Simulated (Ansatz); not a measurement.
# Zn: equation of state with RPBE

The system is Zn.

```
Zn
1.0
     2.67000    0.00000    0.00000
    -1.33500    2.31229    0.00000
     0.00000    0.00000    4.96600
Zn
2
Direct
  0.66667 0.33333 0.75000
  0.33333 0.66667 0.25000
```

```yaml
Program: Ansatz 0.2.0
Task: equation of state
Functional: RPBE
Potentials_or_basis: PseudoDojo LDA
Cutoff: 1143 eV
Density_cutoff: 4572 eV
k_mesh: 11 × 11 × 6
Occupations: cold, width 0.1 eV
Spin: collinear spin, zero start
Starting_moments: "[0.0, 0.0] μB"
```

| Item | Value |
| --- | --- |
| Equilibrium volume | 16.40 Å³/atom (rough: see the caveat) |
| Bulk modulus at fixed shape and positions | 60 GPa (rough) |

Energy against volume, from the lowest point:
```
volume (Å³/atom)  energy (meV/atom)
          14.410              58.39
          14.716              39.96
          15.023              25.54
          15.330              14.70
          15.636               7.06
          15.943               2.26
          16.249               0.00
```

All runs of the series together: 100 s on 1 thread of Arm Neoverse V1 (shared host).

Caveat: the potentials were made for another functional, which shifts forces and pressure; the minimum lies outside the volumes run; the cell was scaled at fixed shape and fractional positions, which overstates the stiffness of a crystal with free parameters, most of all of layers and chains.
